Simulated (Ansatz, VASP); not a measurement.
## Two plane-wave programs on Se

POSCAR

```
Se
1.0
    5.9801658726      0.0000000000      0.0000000000
    0.0000000000      5.9801658726      0.0000000000
    0.0000000000      0.0000000000      5.9801658726
Se
8
Direct
    0.5000000000      0.5000000000      0.5000000000
    0.0000000000      0.0000000000      0.0000000000
    0.2500000000      0.0000000000      0.5000000000
    0.5000000000      0.2500000000      0.0000000000
    0.5000000000      0.7500000000      0.0000000000
    0.7500000000      0.0000000000      0.5000000000
    0.0000000000      0.5000000000      0.7500000000
    0.0000000000      0.5000000000      0.2500000000
```

INCAR.step1

```
SYSTEM = Se
PREC = Accurate ; ENCUT = 600
ISMEAR = 0 ; SIGMA = 0.1
LREAL = .FALSE. ; LASPH = .TRUE.
NELM = 100 ; GGA = PE
ALGO = Normal ; EDIFF = 1E-4
LWAVE = .TRUE. ; LCHARG = .FALSE.
```

File INCAR.step2:

```
SYSTEM = Se
PREC = Accurate ; ENCUT = 600
EDIFF = 1E-7 ; ISMEAR = 0
SIGMA = 0.1 ; LREAL = .FALSE.
LASPH = .TRUE. ; NELM = 100
ALGO = Normal ; ISIF = 3
LWAVE = .FALSE. ; LCHARG = .FALSE.
METAGGA = R2SCAN ; LMIXTAU = .TRUE.
IBRION = 2 ; NSW = 90
EDIFFG = -0.04 ; ISTART = 1
```

File KPOINTS:

```
Automatic mesh
0
G
  4 4 4
  0 0 0
```

Input for Ansatz:

```yaml
crystal:
  lattice:
    - [5.9801658726, 0.0, 0.0]
    - [0.0, 5.9801658726, 0.0]
    - [0.0, 0.0, 5.9801658726]
  atoms:
    - { symbol: Se, position: [0.5, 0.5, 0.5] }
    - { symbol: Se, position: [0.0, 0.0, 0.0] }
    - { symbol: Se, position: [0.25, 0.0, 0.5] }
    - { symbol: Se, position: [0.5, 0.25, 0.0] }
    - { symbol: Se, position: [0.5, 0.75, 0.0] }
    - { symbol: Se, position: [0.75, 0.0, 0.5] }
    - { symbol: Se, position: [0.0, 0.5, 0.75] }
    - { symbol: Se, position: [0.0, 0.5, 0.25] }
basis:
  ecutwfc: 500
kpoints:
  mp_grid: { grid: [4, 4, 4] }
hamiltonian:
  xc: r2scan
scf:
  occupations: { method: gaussian, width: 0.1 }
  lower_state_search: "off"
output:
  forces: true
  stress: true
  eigenvalues: true
relax:
  adjacent_minimum: "off"
  f_tol: 0.04
  max_steps: 70
  cell: { stress_tol: 0.4 }
```

Alike in both runs: task relaxation of cell and atoms; functional r2SCAN; k mesh 4 × 4 × 4; occupations gaussian, width 0.1 eV; no spin polarisation.

```csv
,VASP,Ansatz
version,VASP 6.6.1,Ansatz 0.2.0
potentials or method,"VASP PAW PBE potentials, release 64 (Se)","scalar-relativistic, plane waves, PAW"
plane-wave cutoff (eV),600,500
valence electrons in the cell,48,128
```

|  | VASP | Ansatz | Ansatz less VASP |
| --- | --- | --- | --- |
| gap on the k mesh at the Fermi level, each at its own relaxed structure (eV) | none | none | - |
| relaxed volume (Å³/atom) | 20.89 | 20.91 | +0.014 |
| relaxed cell length with the largest relative difference (Å) | 5.508 | 5.510 | +0.0012 |
| energy change over the relaxation (meV/atom) | -221 | -220 | +0.7 |

A gap of «none» marks a metal or a gap that the smearing closes. The two sets of potentials don't hold the same shells in valence.

Caveats: the volume moved by over 15 % at a fixed basis, so the end points are rough (VASP); the bands computed are all filled at some k points, so no gap is given; the PAW data sets were made with another functional, which shifts forces and pressure a little (VASP).
